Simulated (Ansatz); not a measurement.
CdTe (started from an entry of an open crystallographic database), relaxed with r2SCAN, was run in the PAW code Ansatz under altered settings. All numbers are computed, without spin polarisation but where a row says otherwise.

```yaml
crystal:
  lattice:
    - [0.00000, 3.27990, 3.27990]
    - [3.27990, 0.00000, 3.27990]
    - [3.27990, 3.27990, 0.00000]
  atoms:
    - { symbol: Cd, position: [0.00000, 0.00000, 0.00000] }
    - { symbol: Te, position: [0.25000, 0.25000, 0.25000] }
```

The base run's other keys:
```yaml
kpoints:
  mp_grid: { grid: [4, 4, 4] }
hamiltonian:
  xc: hse06
scf:
  occupations: { method: fixed }
  n_extra_bands: 4
```

It takes 12 iterations with 1411 plane waves at 420 eV and 8 k points, and leaves a mean stress of +0.24 GPa. The gap over this mesh is 1.527 eV.

Outcomes, with energy and stress as changes against the base:
```csv
setting,outcome,ΔF (meV/atom),Δ mean stress (GPa),gap on the mesh (eV),iterations
hamiltonian.xc: cam_b3lyp,converged,–,0.0,3.890,15
scf.exx.max_outer_iter: 2,converged,0.0,0.0,1.527,16
"PBE hybrid, exx coeff 0.4, omega 0.2078 1/Å",converged,–,-0.5,2.102,15
"PBE hybrid, exx coeff 0.5, omega 0.3 1/Å",converged,–,-0.5,2.128,16
scf.occupations: tetrahedron,refused,–,–,–,–
```
A dash marks a value that wasn't obtained or can't be compared. Stress is positive in compression.

- hamiltonian.xc: cam_b3lyp. The mean stress moves by 0.0 GPa and the gap on the mesh by +2.363 eV (to 3.890). It's another functional on the same cell, so totals aren't comparable.
- PBE hybrid, exx coeff 0.4, omega 0.2078 1/Å. That is 40 % exact exchange, screened with ω = 0.2078 1/Å, against HSE06's 25 % screened at 0.208 1/Å. The mean stress moves by -0.5 GPa and the gap on the mesh by +0.575 eV (to 2.102). Totals of different functionals aren't comparable.
- PBE hybrid, exx coeff 0.5, omega 0.3 1/Å. That is 50 % exact exchange, screened with ω = 0.3 1/Å, against HSE06's 25 % screened at 0.208 1/Å. The mean stress moves by -0.5 GPa and the gap on the mesh by +0.601 eV (to 2.128). Totals of different functionals aren't comparable.
- scf.occupations: tetrahedron. The program doesn't start. Error: 2 input errors — fix all and re-run

Within 1 meV an atom, 0.1 GPa and 0.005 eV of the base stay: scf.exx.max_outer_iter: 2.

No spin-orbit coupling is included; it can move band edges with weight on the heavy atoms by tenths of an eV.

The program warns that its thresholds are loose for a hybrid's stress.

The meshes of the hybrids are coarse, so their gaps aren't converged to the digits shown.
